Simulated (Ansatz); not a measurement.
PtTe2 built on the CdI2 prototype, relaxed with r2SCAN+rVV10. The symmetry is P-3m1 (No. 164, trigonal); conventional cell a = 4.038 Å, c = 5.311 Å, 25.00 Å³ an atom. Around Pt lie 6 Te at 2.70 Å; around Te lie 3 Pt at 2.70 Å.

```yaml
crystal:
  lattice:
    - [4.03818, 0.00000, 0.00000]
    - [-2.01909, 3.49716, 0.00000]
    - [0.00000, 0.00000, 5.31096]
  atoms:
    - { symbol: Pt, position: [0.00000, 0.00000, 0.00000] }
    - { symbol: Te, position: [0.33333, 0.66667, 0.25685] }
    - { symbol: Te, position: [0.66667, 0.33333, 0.74315] }
```

The questions ask for values computed with Ansatz 0.2.0 on this geometry. Calculated for a static, non-magnetic cell.

(1) What gap does PBE give, and where are the band edges?

(2) What does PBE+SOC give for the gap (12×12×6 mesh)?

(3) How does the gap change from PBE to r2SCAN (12×12×6)?

Answers

(1) PBE gives no gap: the lowest nominally empty band dips 1.34 eV below the top of the last filled one (its bottom at M–K (0.90 of the way from M), the top at Γ–A (0.20 of the way from Γ)), so the cell is a metal or semimetal at this level.

(2) PBE+SOC gives no gap: the lowest nominally empty band dips 1.25 eV below the top of the last filled one (its bottom at K, the top at Γ–A (0.20 of the way from Γ)), so the cell is a metal or semimetal at this level.

(3) r2SCAN gives no gap: the lowest nominally empty band dips 1.33 eV below the top of the last filled one (its bottom at M–K (0.90 of the way from M), the top at Γ–A (0.20 of the way from Γ)), so the cell is a metal or semimetal at this level.

Only the levels marked +SOC include spin-orbit coupling.

Where an edge lies off the special points, it is a point of the mesh or the k point where a search put PBE's edge or least direct gap, reused for the other functionals, whose own edges may lie a little apart.
